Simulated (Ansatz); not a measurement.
## GaAs under changes of volume

One of the cells (22.590 Å³/atom); the others are scaled copies at fixed shape and fractional positions:

```
As Ga
1.0
     0.00000    2.82685    2.82685
     2.82685    0.00000    2.82685
     2.82685    2.82685    0.00000
As Ga
1 1
Direct
  0.75000 0.75000 0.75000
  0.00000 0.00000 0.00000
```

| Property | Result |
| --- | --- |
| Program | Ansatz 0.2.0 |
| Functional | BLYP |
| Dispersion | D3(BJ) |
| Potentials or basis | all-electron LAPW, scalar-relativistic |
| Cutoff | 316 eV (chosen from the basis error) |
| Basis error allowed | 0.001 eV/atom |
| k mesh | 6 × 6 × 6 |
| Occupations | gaussian, width 0.15 eV |
| Spin | non-collinear spin, ferromagnetic start |
| Starting moments | [[0.0, 0.0, 0.5], [0.0, 0.0, 0.0]] μB |

```tsv
volume (Å³/atom)	energy over the lowest point (meV/atom)	pressure (GPa)	gap on the mesh (eV)
21.234	28.96	6.0	0.83
21.686	14.72	4.1	0.66
22.138	?	?	?
22.590	0.77	1.0	0.34
23.041	0.00	-0.3	0.19
23.493	2.59	-1.4	none
23.945	8.05	-2.4	none
```

What does the run at 22.138 Å³/atom give?

Energy over the lowest point 5.50 meV/atom; pressure 2.5 GPa; gap on the mesh 0.50 eV.

Worked out: A Birch-Murnaghan fit of order 3 (a polynomial in V^(-2/3)) to the other rows has its minimum at 22.92 Å³/atom with B0 = V·E''(V) = 63 GPa and B' = 6.0. It gives 5.52 meV/atom at 22.138 Å³/atom, against the run's 5.50, and -dE/dV = 2.4 GPa, against 2.5.

Energies are extrapolated to zero smearing.

Caveats: the starting moments weren't kept; the k mesh is thin for a metal, which can move the energy by tens of meV per atom (some runs); pairwise dispersion overbinds metals, which lowers pressure and volume (some runs).

Spin-orbit coupling on As, Ga is left out.

A gap of «none» marks a metal or a gap under the smearing width.
